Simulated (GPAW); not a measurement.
Runs of GPAW 26.7.0 on Sb. Symmetry: R-3m, No. 166, trigonal system. Conventional cell: a = 4.308 Å, b = 4.308 Å, c = 11.274 Å, α = 90.00°, β = 90.00°, γ = 120.00°. Around Sb (site symmetry 3m) lie 3 Sb at 2.91 Å. 

| task | level | cell | k mesh | optimizer | fmax | max steps | convergence | gap on the mesh (eV) | pressure (GPa) | relaxed volume (Å³/atom) | largest force (eV/Å) |
| --- | --- | --- | --- | --- | --- | --- | --- | --- | --- | --- | --- |
| relaxation of cell and atoms | PBEsol | relaxed | 6 × 6 × 6 | BFGS | 0.02 eV/Å | 60 | density=1e-05 forces=0.0001 | none | 0.1 | (a) | - |
| relaxation of cell and atoms | PBEsol+D3 | relaxed | 6 × 6 × 6 | BFGS | 0.02 eV/Å | 60 | density=1e-05 forces=0.0001 | none | -0.1 | 29.36 | 0.02 |
| relaxation of cell and atoms | PBEsol+D3(BJ)+ATM | relaxed | 6 × 6 × 6 | BFGS | 0.02 eV/Å | 60 | density=1e-05 forces=0.0001 | none | 0.0 | 28.51 | - |
| relaxation of cell and atoms | PBEsol+D3(BJ) | relaxed | 6 × 6 × 6 | BFGS | 0.02 eV/Å | 60 | density=1e-05 forces=0.0001 | none | 0.0 | 28.35 | - |
| single point | PBEsol | atoms moved at random, drawn with an rms of 0.05 Å | 8 × 8 × 8 | - | - | - | - | none | -0.8 | - | 0.12 |

Alike in all rows: potentials or basis PAW data sets generated in the run's folder for this functional, pw; no spin polarisation; cutoff (eV) 600; smearing fermi-dirac 0.05 eV.

Q: Fill in the values left out.

A: (a) 29.96.

Caveats: later steps reuse the first step's grids (some runs); pairwise dispersion overbinds metals, which lowers pressure and volume (some runs).

A k mesh can miss the band edges, and the runs leave out spin-orbit coupling on Sb.

A gap of «none» marks a metal or a gap under the smearing width.

Runs at the PBE level aren't shown here.
